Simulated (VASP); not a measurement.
# Mg2Sn (Fm-3m) in VASP: a series of runs, part 3 of 3

VASP 6.6.1. The steps go on from the part before.

## 5. Relaxation of cell and atoms, PBE

This run uses another cell than the first one, of 26.52 Å³/atom, 1.040 times its volume.

File INCAR:

```
PREC     = Accurate       # precision mode
ENCUT    = 300            # plane-wave cutoff, eV
EDIFF    = 1E-7           # SCF threshold, eV
ISMEAR   = 0              # smearing method
SIGMA    = 0.03           # smearing width, eV
LREAL    = F              # projectors in reciprocal space
LASPH    = T              # aspherical terms in the spheres
NELM     = 80             # most SCF steps
ALGO     = Normal         # electronic algorithm
ISIF     = 3              # what is computed and relaxed
LWAVE    = F              # write WAVECAR
LCHARG   = F              # write CHGCAR
GGA      = PE             # functional
IBRION   = 2              # ionic algorithm
NSW      = 90             # ionic steps
EDIFFG   = -0.005         # ionic threshold
```

File KPOINTS:

```
Automatic mesh
0
Gamma
  5 5 5
```

File POSCAR:

```
Mg2Sn                                   
1.0
   -0.0000000000      3.4138142929      3.4138142929
    3.4138142929     -0.0000000000      3.4138142929
    3.4138142929      3.4138142929     -0.0000000000
  Mg              Sn            
     2     1
Direct
     0.2500000000000000    0.2500000000000000    0.2500000000000000
     0.7500000000000000    0.7500000000000000    0.7500000000000000
     1.0000000000000000    1.0000000000000000    1.0000000000000000
```

Potentials or basis: VASP PAW PBE potentials, release 64 (Mg, Sn).

Run with:

```bash
cat potpaw_PBE.64/Mg/POTCAR potpaw_PBE.64/Sn/POTCAR > POTCAR
mpirun -np 1 vasp_std > vasp.out
```

OUTCAR:

```text
PREC = Accurate
   ENCUT = 300
   EDIFF = 1E-7
   ISMEAR = 0
   LREAL = F
   LASPH = T
   NELM = 80
   ISIF = 3
   GGA = PE
   IBRION = 2
   NSW = 90
   EDIFFG = -0.005

 ion  position               nearest neighbor table
   1  0.250  0.250  0.250-   3 2.96   3 2.96   3 2.96   3 2.96   2 3.41   2 3.41   2 3.41   2 3.41
                             2 3.41   2 3.41
   2  0.750  0.750  0.750-   3 2.96   3 2.96   3 2.96   3 2.96   1 3.41   1 3.41   1 3.41   1 3.41
                             1 3.41   1 3.41
   3  0.000  0.000  0.000-   1 2.96   2 2.96   2 2.96   2 2.96   2 2.96   1 2.96   1 2.96   1 2.96

  LATTYP: Found a face centered cubic cell.
 ALAT       =     6.8276285858

  Lattice vectors:

 A1 = (   0.0000000000,   3.4138142929,   3.4138142929)
 A2 = (   3.4138142929,   0.0000000000,   3.4138142929)
 A3 = (   3.4138142929,   3.4138142929,   0.0000000000)

Analysis of symmetry for initial positions (statically):
=====================================================================
 Subroutine PRICEL returns:
 Original cell was already a primitive cell.

 Routine SETGRP: Setting up the symmetry group for a
 face centered cubic supercell.

 Subroutine GETGRP returns: Found 48 space group operations
 (whereof 48 operations were pure point group operations)
 out of a pool of 48 trial point group operations.

The static configuration has the point symmetry O_h .

Analysis of symmetry for dynamics (positions and initial velocities):
=====================================================================
 Subroutine PRICEL returns:
 Original cell was already a primitive cell.

 Routine SETGRP: Setting up the symmetry group for a
 face centered cubic supercell.

 Subroutine GETGRP returns: Found 48 space group operations
 (whereof 48 operations were pure point group operations)
 out of a pool of 48 trial point group operations.
[... 165 lines left out ...]
    total drift:                                0.000000     -0.000000     -0.000000

  FREE ENERGIE OF THE ION-ELECTRON SYSTEM (eV)
  ---------------------------------------------------
  free  energy   TOTEN  =        -7.3026517826 eV

  energy  without entropy=       -7.3018393496  energy(sigma->0) =       -7.30224557

--------------------------------------- Ionic step        2  -------------------------------------------

 number of electron       8.0000000 magnetization

 Free energy of the ion-electron system (eV)
  ---------------------------------------------------
  ext. energy  EPLUGINS =         0.00000000
  ---------------------------------------------------
  free energy    TOTEN  =        -7.30267208 eV

  energy without entropy =       -7.30185965  energy(sigma->0) =       -7.30226587

 E-fermi :   3.0739     XC(G=0):  -8.6005

 val. band max:        2.8080404183   @ k =   0.2000   0.0000   0.0000
 cond. band min:       3.0739469302   @ k =   0.4000   0.4000   0.0000
 fundamental gap:      0.2659065120
 Fermi energy:         3.0739469302

 k-point     1 :       0.0000    0.0000    0.0000
  band No.  band energies     occupation
      1      -5.7854      2.00000
      2       3.1964      0.00000
      3       3.1964      0.00000
      4       3.1964      0.00000
      5       4.4733      0.00000
      6       5.2677      0.00000
      7       5.2677      0.00000
      8       5.2677      0.00000
[... 89 lines left out ...]
 k-point    10 :      -0.4000    0.4000    0.2000
  band No.  band energies     occupation
      1      -4.2100      2.00000
      2      -0.7652      2.00000
      3      -0.0932      2.00000
      4       0.9796      2.00000
      5       5.3155      0.00000
      6       5.3662      0.00000
      7       5.9297      0.00000
      8       8.3127      0.00000

------------------------ aborting loop because EDIFF is reached ----------------------------------------

  FORCE on cell =-STRESS in cart. coord.  units (eV):
  Direction    XX          YY          ZZ          XY          YZ          ZX
  --------------------------------------------------------------------------------------
  -------------------------------------------------------------------------------------
  Total       -0.0005177     -0.0005177     -0.0005177      0.0000000      0.0000000      0.0000000
  in kB       -0.0104380     -0.0104380     -0.0104380      0.0000000      0.0000000      0.0000000
  external PRESSURE =      -0.0104380 kB  Pullay stress =       0.0000000 kB

 VOLUME and BASIS-vectors are now :
 -----------------------------------------------------------------------------
  energy-cutoff  :      300.00
  volume of cell :       79.47
      direct lattice vectors                 reciprocal lattice vectors
     0.000000000  3.412329690  3.412329690    -0.146527459  0.146527459  0.146527459
     3.412329690 -0.000000000  3.412329690     0.146527459 -0.146527459  0.146527459
     3.412329690  3.412329690 -0.000000000     0.146527459  0.146527459 -0.146527459

 POSITION                                       TOTAL-FORCE (eV/Angst)
 -----------------------------------------------------------------------------------
      1.70616      1.70616      1.70616         0.000000      0.000000      0.000000
      5.11849      5.11849      5.11849        -0.000000     -0.000000     -0.000000
      6.82466      3.41233      3.41233        -0.000000      0.000000     -0.000000
 -----------------------------------------------------------------------------------
    total drift:                               -0.000000     -0.000000     -0.000000

  FREE ENERGIE OF THE ION-ELECTRON SYSTEM (eV)
  ---------------------------------------------------
  free  energy   TOTEN  =        -7.3026720816 eV

  energy  without entropy=       -7.3018596486  energy(sigma->0) =       -7.30226587

 reached required accuracy - stopping structural energy minimisation
```

Wall time 9.2 s (1 thread of Intel Xeon Platinum 8488C (Sapphire Rapids), shared host); peak memory 0.15 GiB.

Results:

```
Free energy                            : -7.3027 eV
Relaxed volume                         : 26.49 Å³/atom
Relaxed cell                           : a = 4.826 Å, b = 4.826 Å, c = 4.826 Å, α = 60.00°, β = 60.00°, γ = 60.00°
Space group after relaxing (to 0.05 Å) : Fm-3m (No. 225)
Energy gained by relaxing              : 0.0 meV/atom
Ionic steps                            : 2
Pressure after relaxing                : 0.0 GPa
Band gap on the k mesh                 : none (metal or under the smearing width)
```

Final structure:
```cif
data_structure
_symmetry_space_group_name_H-M 'P 1'
_symmetry_Int_Tables_number 1
_cell_length_a 4.8258
_cell_length_b 4.8258
_cell_length_c 4.8258
_cell_angle_alpha 60.000
_cell_angle_beta 60.000
_cell_angle_gamma 60.000
_cell_volume 79.47
loop_
_atom_site_label
_atom_site_type_symbol
_atom_site_fract_x
_atom_site_fract_y
_atom_site_fract_z
_atom_site_occupancy
Mg1 Mg 0.25000 0.25000 0.25000 1
Mg2 Mg 0.75000 0.75000 0.75000 1
Sn1 Sn 0.00000 0.00000 0.00000 1
```

Levels at points of the mesh, in eV from the Fermi level:
```
           k point  band 2  band 3  band 4  band 5  band 6  band 7
(0.00, 0.00, 0.00)    0.12    0.12    0.12    1.40    2.19    2.19
```

Caveat: this crystal is a semiconductor, whose small gap the functional closes, so the metal is an error of the method.
